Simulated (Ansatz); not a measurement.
Moving the pressure in TiCo

The cell as given:

The structure is cubic, space group Pm-3m (No. 221). The conventional cell has a = 2.986 Å, b = 2.986 Å, c = 2.986 Å, α = 90.00°, β = 90.00°, γ = 90.00°. Co (site symmetry m-3m) is surrounded by 8 Ti at 2.59 Å. Ti (site symmetry m-3m) is surrounded by 8 Co at 2.59 Å.

The cell comes from a database or a generator and needn't be the stable form of this composition.

Kept alike: task relaxation of cell and atoms; functional PBEsol; k mesh 9 × 9 × 9; occupations fermi-dirac, width 0.05 eV; collinear spin, ferromagnetic start. Program: Ansatz, all-electron LAPW, scalar-relativistic. The mesh is that of the run's cell of 2 atoms. No spin-orbit coupling.

| pressure, P (GPa) | volume (Å³/atom) | largest site moment (μB) |
| --- | --- | --- |
| 0 | 12.678 | 0.69 |
| 5 | 12.363 | 0.63 |
| 10 | 12.084 | 0.58 |
| 20 | 11.608 | 0.51 |

The relaxations keep at least the cell's symmetry (Pm-3m). For a metal such a mesh leaves the last digits unconverged. Runs of this series that gave no sound value for these columns are left out. The runs follow the start's structure, whether or not it is the stable one at these pressures. P is the pressure aimed at, which the runs meet within some hundredths to tenths of a GPa. The runs hold the magnetic state that their start led to, which needn't be the lowest. Site moments count inside each atom's sphere or projector.

What does the pressure change here?

The volume falls from 12.678 to 11.608 Å³/atom between 0 and 20 GPa. The volume falls ever more slowly, since the solid stiffens under load. At the pressures aimed at, which the runs meet within some tenths of a GPa, the step from 0 to 5 GPa gives a mean bulk modulus near 199 GPa, the last step 249 GPa. The largest site moment falls from 0.69 to 0.51 μB between 0 and 20 GPa.
